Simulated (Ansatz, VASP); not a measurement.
## BAs: VASP beside Ansatz

```
B As
1.0
    -3.29672    3.29672    3.29672
     3.29672   -3.29672    3.29672
     3.29672    3.29672   -3.29672
B As
4 4
Direct
  0.31647 0.31647 0.31647
  0.00000 0.00000 0.68353
  0.00000 0.68353 0.00000
  0.68353 0.00000 0.00000
  0.67213 0.67213 0.67213
  0.00000 0.00000 0.32787
  0.00000 0.32787 0.00000
  0.32787 0.00000 0.00000
```

Alike in both runs: task relaxation of cell and atoms; functional PBE; k mesh 6 × 6 × 6; occupations gaussian, width 0.02 eV; no spin polarisation.

```csv
,VASP,Ansatz
version,VASP 6.6.1,Ansatz 0.2.0
potentials or method,"VASP PAW PBE potentials, release 64 (B, As)","scalar-relativistic, plane waves, PAW"
plane-wave cutoff (eV),600,420
valence electrons in the cell,32,72
```

Ansatz gave:

| Quantity | Value |
| --- | --- |
| gap on the k mesh at the Fermi level, each at its own relaxed structure (eV) | 1.09 |
| relaxed volume (Å³/atom) | 17.93 |
| relaxed cell length with the largest relative difference (Å) | 5.711 |

**Question.** What did VASP give for the same quantities?

**Answer.** gap on the k mesh at the Fermi level, each at its own relaxed structure (eV): 1.08; relaxed volume (Å³/atom): 18.01; relaxed cell length with the largest relative difference (Å): 5.720.

The two sets of potentials don't hold the same shells in valence.

A k mesh can miss the band edges.
